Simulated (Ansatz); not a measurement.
# GaCo: moment against volume, part 2 of 2

Aim: scale the cell of GaCo and follow its moments, with and without spin polarisation. The runs shown use LAPW and crystal datasets. Companion runs by PAW are cited. Its runs: free moments (LAPW); volume scaled by 0.66 (LAPW and crystal datasets); volume scaled by 0.8 (LAPW); volume scaled by 0.86 (LAPW); volume scaled by 1.04 (LAPW); volume scaled by 1.04, no spin polarisation (LAPW); volume scaled by 1.1 (LAPW); volume scaled by 1.1, no spin polarisation (LAPW).

Ansatz 0.2.0; DFT LDA; a database cell (COD). «Crystal datasets» are all-electron PAW datasets made for this crystal.

**8. Volume scaled by 1.04, no spin polarisation, LAPW**

Contents of input.yaml:

```yaml
crystal:
  lattice:
    - [2.9158727642, 0.0, 0.0]
    - [0.0, 2.9158727642, 0.0]
    - [0.0, 0.0, 2.9158727642]
  atoms:
    - { symbol: Ga, position: [0.5, 0.5, 0.5] }
    - { symbol: Co, position: [0.0, 0.0, 0.0] }
kpoints:
  mp_grid: { grid: [11, 11, 11] }
scf:
  occupations: { method: fermi_dirac, width: 0.08 }
  lower_state_search: "off"
hamiltonian:
  xc: lda
  pseudopotentials: { kind: all_electron, lapw: { basis_error: 0.001 } }
output:
  forces: true
  stress: true
  eigenvalues: false
```

On the command line:

```console
$ ansatz run input.yaml --threads 1 --pin off --max-ram 3072MiB --backend cpu --events-out ev --progress --plain --runs-dir out
```

The log of the run (excerpt; [...] marks lines left out):

```text
settings of this run that can trade accuracy for cost: output.eigenvalues: false. Do not mix this run's numbers with those of runs without the same settings; the input reference describes each key
LAPW: plane waves up to 8.855 Å⁻¹, error target 1.0e-3 eV per atom; small_component_spin mean_spin; Co in spheres of 1.262 Å, 17 of its electrons in bands, Dirac shells []; Ga in spheres of 1.263 Å, 21 of its electrons in bands, Dirac shells []
[...]
Pseudopotentials: kind: all_electron
Pseudopotential: Ga, LAPW, valence charge 21, Koelling and Harmon's equation, gaussian nucleus
Pseudopotential: Co, LAPW, valence charge 17, Koelling and Harmon's equation, gaussian nucleus
Functional definition: SPW92
[...]
Crystal: 2 atoms, lattice volume = 24.792 Å³
Basis set: ecut = 298.72840977366695 eV, 257 PW (Γ), exchange–correlation at level 2
[...]
the basis was enlarged: its passes take 159.4 KiB over the memory plan, 1 of 1 planned eigensolver slots
[...]
SCF iter   9: F=-90678.810491 eV  HF=-90678.810491 eV  |F-HF|=7.28e-11  |Δ(HF+E_count)|=   5.35e-8  Δρ=7.64e-7  dr2=9.93e-11  ethr=2.74e-10  ⟨swp⟩=2.0  Hψ=3722  notcnv=0
[...]
SCF converged after 9 iterations
Free energy (F): -90678.810491 eV
[...]
E sigma→0 (E₀):  -90678.796283 eV
Entropy (-TS):   -0.028416 eV (-14.208 meV/atom)
Fermi energy:    17.423194 eV
[...]
--- Forces (eV/Å), atoms counted from 1 ---
  atom   1  Ga    -0.00000000     0.00000000     0.00000000
  atom   2  Co    -0.00000000     0.00000000     0.00000000
[...]
--- Stress (GPa, compression-positive) ---
      -18.603166       0.000000       0.000000
        0.000000     -18.603166       0.000000
        0.000000       0.000000     -18.603166
  P = ⅓ Tr σ = -18.6032 GPa (-186.032 kbar)
settings of this run that can trade accuracy for cost: output.eigenvalues: false. Do not mix this run's numbers with those of runs without the same settings; the input reference describes each key
```

Run time: 9.2 s. Hardware: 1 thread of Intel Xeon at 2.60GHz (Ice Lake), shared host; peak memory 0.39 GiB.

In short: pressure -18.60 GPa.

**9. Volume scaled by 1.1, LAPW**

Contents of input.yaml:

```yaml
crystal:
  lattice:
    - [2.9709021723, 0.0, 0.0]
    - [0.0, 2.9709021723, 0.0]
    - [0.0, 0.0, 2.9709021723]
  atoms:
    - { symbol: Ga, position: [0.5, 0.5, 0.5] }
    - { symbol: Co, position: [0.0, 0.0, 0.0], spin: 2.0 }
magnetization:
  spin_polarized: true
kpoints:
  mp_grid: { grid: [11, 11, 11] }
scf:
  occupations: { method: fermi_dirac, width: 0.08 }
  lower_state_search: "off"
hamiltonian:
  xc: lda
  pseudopotentials: { kind: all_electron, lapw: { basis_error: 0.001 } }
output:
  forces: true
  stress: true
  eigenvalues: false
  populations: true
```

On the command line:

```console
$ ansatz run input.yaml --threads 1 --pin off --max-ram 3072MiB --backend cpu --events-out ev --progress --plain --runs-dir out
```

The log of the run (excerpt; [...] marks lines left out):

```text
settings of this run that can trade accuracy for cost: output.eigenvalues: false. Do not mix this run's numbers with those of runs without the same settings; the input reference describes each key
Ga: projections on atomic orbitals take those of the free atom 1s2 2s2 2p6 3s2 3p6 3d10 4s2 4p1, of charge +0.00 (hamiltonian.pseudopotentials.projection_atoms)
Co: projections on atomic orbitals take those of the free atom 1s2 2s2 2p6 3s2 3p6 3d7 4s2, of charge +0.00 (hamiltonian.pseudopotentials.projection_atoms)
LAPW: plane waves up to 8.659 Å⁻¹, error target 1.0e-3 eV per atom; small_component_spin mean_spin; Co in spheres of 1.286 Å, 17 of its electrons in bands, Dirac shells []; Ga in spheres of 1.287 Å, 21 of its electrons in bands, Dirac shells []
[...]
[... 4 set-up lines as earlier in the session ...]
[...]
WARN: the starting moments were not kept: the SCF closed with an absolute magnetisation of 1.0e-5 μB, where they sum to 2 μB in size (1 site). That is at most 0.1 of that sum. Measured as dr2_m measures the in/out step, that magnetisation stands 2.3e-11 eV from none, at or under the [...]
Magnetization: 0.0000 μB (19.0000 up, 19.0000 down)
Absolute magnetization: 0.0000 μB (∫|ρ↑−ρ↓|)
Spin contamination: 0.0000 ħ² per cell (⟨S²⟩ above its minimum at these occupations)
Per-site moments (μB) at R_I (Å): [(-5.084849465930574e-7, 1.2866703669355604), (9.794726103962148e-6, 1.2862063480957622)]
Free energy (F): -90678.616413 eV
[...]
E sigma→0 (E₀):  -90678.600951 eV
Entropy (-TS):   -0.030924 eV (-15.462 meV/atom)
Fermi energy:    16.242082 eV
[...]
--- Forces (eV/Å), atoms counted from 1 ---
  atom   1  Ga    -0.00000000    -0.00000000     0.00000000
  atom   2  Co     0.00000000     0.00000000     0.00000000
[...]
--- Stress (GPa, compression-positive) ---
      -24.468766       0.000000       0.000000
        0.000000     -24.468766       0.000000
        0.000000       0.000000     -24.468766
  P = ⅓ Tr σ = -24.4688 GPa (-244.688 kbar)
--- Löwdin populations: 2 sites ---
  site symbol       q [e]    m [muB]
     0     Ga     31.4497    -0.0000
     1     Co     26.4355     0.0000
  spilling = 0.001980 (of n_electrons = 58.000000)
settings of this run that can trade accuracy for cost: output.eigenvalues: false. Do not mix this run's numbers with those of runs without the same settings; the input reference describes each key
```

It took 41 s on 1 thread of Intel Xeon at 2.60GHz (Ice Lake), shared host; peak memory 0.51 GiB.

Read from it: total moment 0.00 μB; site moments Ga1 0.00, Co2 0.00 μB; pressure -24.47 GPa.

**10. Volume scaled by 1.1, no spin polarisation, LAPW**

Changes to input.yaml since step 9:

```diff
@@ -7,5 +7,3 @@
     - { symbol: Ga, position: [0.5, 0.5, 0.5] }
-    - { symbol: Co, position: [0.0, 0.0, 0.0], spin: 2.0 }
-magnetization:
-  spin_polarized: true
+    - { symbol: Co, position: [0.0, 0.0, 0.0] }
 kpoints:
@@ -22,2 +20 @@
   eigenvalues: false
-  populations: true
```

On the command line:

```console
$ ansatz run input.yaml --threads 1 --pin off --max-ram 3072MiB --backend cpu --events-out ev --progress --plain --runs-dir out
```

The log of the run (excerpt; [...] marks lines left out):

```text
settings of this run that can trade accuracy for cost: output.eigenvalues: false. Do not mix this run's numbers with those of runs without the same settings; the input reference describes each key
LAPW: plane waves up to 8.659 Å⁻¹, error target 1.0e-3 eV per atom; small_component_spin mean_spin; Co in spheres of 1.286 Å, 17 of its electrons in bands, Dirac shells []; Ga in spheres of 1.287 Å, 21 of its electrons in bands, Dirac shells []
[...]
[... 4 set-up lines as earlier in the session ...]
[...]
Crystal: 2 atoms, lattice volume = 26.222 Å³
Basis set: ecut = 285.63787833523077 eV, 257 PW (Γ), exchange–correlation at level 2
[...]
the basis was enlarged: its passes take 159.4 KiB over the memory plan, 1 of 1 planned eigensolver slots
[...]
SCF iter   9: F=-90678.616413 eV  HF=-90678.616413 eV  |F-HF|=2.91e-11  |Δ(HF+E_count)|=   8.85e-8  Δρ=8.61e-7  dr2=1.39e-10  ethr=4.71e-10  ⟨swp⟩=2.0  Hψ=3723  notcnv=0
[...]
SCF converged after 9 iterations
Free energy (F): -90678.616413 eV
[...]
E sigma→0 (E₀):  -90678.600951 eV
Entropy (-TS):   -0.030924 eV (-15.462 meV/atom)
Fermi energy:    16.242086 eV
[...]
--- Forces (eV/Å), atoms counted from 1 ---
  atom   1  Ga    -0.00000000     0.00000000     0.00000000
  atom   2  Co    -0.00000000     0.00000000     0.00000000
[...]
--- Stress (GPa, compression-positive) ---
      -24.468770       0.000000      -0.000000
        0.000000     -24.468770       0.000000
       -0.000000       0.000000     -24.468770
  P = ⅓ Tr σ = -24.4688 GPa (-244.688 kbar)
settings of this run that can trade accuracy for cost: output.eigenvalues: false. Do not mix this run's numbers with those of runs without the same settings; the input reference describes each key
```

Wall time 9 s (1 thread of Intel Xeon at 2.60GHz (Ice Lake), shared host); peak memory 0.38 GiB.

In short: pressure -24.47 GPa.

**11. All runs together**

The PAW rows are taken from companion runs at the same settings.

| method | volume × | start | largest site moment (μB) | total moment (μB) | pressure (GPa) | gain by magnetism (meV/atom) |
| --- | --- | --- | --- | --- | --- | --- |
| LAPW | 0.66 | moments | 0.00 | 0.00 | 166.3 | – |
| LAPW | 0.8 | moments | 0.00 | 0.00 | 47.0 | – |
| LAPW | 0.86 | moments | 0.00 | 0.00 | 20.8 | – |
| LAPW | 1 | moments | 0.00 | 0.00 | -13.2 | – |
| LAPW | 1.04 | no spin | – | – | -18.6 | – |
| LAPW | 1.04 | moments | 0.00 | 0.00 | -18.6 | 0.0 |
| LAPW | 1.1 | no spin | – | – | -24.5 | – |
| LAPW | 1.1 | moments | 0.00 | 0.00 | -24.5 | 0.0 |
| PAW | 0.66 | no spin | – | – | 166.3 | – |
| PAW | 0.66 | moments | 0.00 | 0.00 | 166.3 | 0.0 |
| PAW | 0.74 | no spin | – | – | 85.3 | – |
| PAW | 0.74 | moments | 0.00 | 0.00 | 85.3 | 0.0 |
| PAW | 0.8 | no spin | – | – | 47.0 | – |
| PAW | 0.8 | moments | 0.00 | 0.00 | 47.0 | 0.0 |
| PAW | 0.86 | no spin | – | – | 20.8 | – |
| PAW | 0.86 | moments | 0.00 | 0.00 | 20.8 | 0.0 |
| PAW | 0.92 | no spin | – | – | 2.6 | – |
| PAW | 0.92 | moments | 0.00 | 0.00 | 2.6 | 0.0 |
| PAW | 0.96 | no spin | – | – | -6.3 | – |
| PAW | 0.96 | moments | 0.00 | 0.00 | -6.3 | 0.0 |
| PAW | 1 | no spin | – | – | -13.2 | – |
| PAW | 1 | moments | 0.00 | 0.00 | -13.2 | 0.0 |
| PAW | 1.04 | no spin | – | – | -18.6 | – |
| PAW | 1.04 | moments | 0.00 | 0.00 | -18.6 | 0.0 |
| PAW | 1.1 | no spin | – | – | -24.5 | – |
| PAW | 1.1 | moments | 0.00 | 0.00 | -24.5 | 0.0 |
| PAW | 1.1 | small moments | 0.00 | 0.00 | -24.5 | 0.0 |
| PAW | 1.25 | no spin | – | – | -31.4 | – |
| PAW | 1.25 | moments | 0.16 | 0.14 | -31.3 | 0.1 |
| PAW | 1.25 | small moments | 0.16 | 0.14 | -31.3 | 0.1 |
| crystal datasets | 0.66 | moments | 0.00 | 0.00 | 166.3 | – |

**12. Summary of results**

What follows sums up all 2 parts.

| quantity | value |
| --- | --- |
| total moment at 0.66 (PAW) | 0.00 μB |
| total moment at 1 (PAW) | 0.00 μB |
| total moment at 1.25 (PAW) | 0.14 μB |

What this shows: By PAW the total moment runs from 0.00 μB at 0.66 of the volume to 0.14 μB at 1.25. Other magnetic orders may lie lower; this is the state that the run reached.
